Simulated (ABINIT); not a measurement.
Crystal: Li.

```
Li
1.0
     0.00000    2.20200    2.20200
     2.20200    0.00000    2.20200
     2.20200    2.20200    0.00000
Li
1
Direct
  0.00000 0.00000 0.00000
```

This isn't the form of Li at room conditions, which is bcc.

```yaml
Program: ABINIT 10.8.3 (patched build)
Task: single point
Functional: PBE
Potentials_or_basis: JTH PAW PBE v2.0
Cutoff: 408 eV
k_mesh: 10 × 10 × 10
Occupations: fermi-dirac, width 0.05 eV
Spin: no spin polarisation
```

On this cell: pressure -0.7 GPa; band gap on the k mesh none (metal or under the smearing width).

The same run follows on a disturbed copy (cell strained at random at fixed volume):

```
CELL_PARAMETERS angstrom
-0.02939 2.18954 2.16794
2.24417 -0.07957 2.21812
2.15233 2.14788 0.01227
ATOMIC_POSITIONS crystal
Li 0.99760 0.00530 0.00297
```

What changes?

The energy (extrapolated to zero smearing) moves by +2.8 meV/atom; pressure -0.7 GPa; band gap on the k mesh none (metal or under the smearing width).

Stress tensor (GPa, compression positive):
```
-0.68  0.56 -0.28
 0.56 -0.68  0.23
-0.28  0.23 -0.73
```
